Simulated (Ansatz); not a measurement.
Crystal: BaS.

```
CELL_PARAMETERS angstrom
0.00000 3.19375 3.19375
3.19375 0.00000 3.19375
3.19375 3.19375 0.00000
ATOMIC_POSITIONS crystal
Ba 0.00000 0.00000 0.00000
S 0.50000 0.50000 0.50000
```

Base run:

```yaml
Program: Ansatz 0.2.0
Functional: PBE
Potentials_or_basis: all-electron LAPW, scalar-relativistic
Cutoff: 137 eV (chosen from the basis error)
Basis_error_allowed: 0.001 eV/atom
k_mesh: 7 × 7 × 7
Occupations: gaussian, width 0.024 eV
Spin: no spin polarisation
```

Its results: band gap on the k mesh 2.26 eV, indirect (least direct gap 2.38 eV); pressure 0.8 GPa.

Task: The run is repeated on the same cell with these changes: functional from PBE to revPBE; occupations from gaussian, width 0.024 eV to fermi-dirac, width 0.05 eV. What comes out?

Result: Band gap on the k mesh 2.37 eV, indirect (least direct gap 2.49 eV); pressure 2.0 GPa.

Caveats: spin-orbit coupling is left out, which moves the levels of the heavy elements; an odd mesh through Γ misses points on the zone boundary, where band edges often lie (some runs).
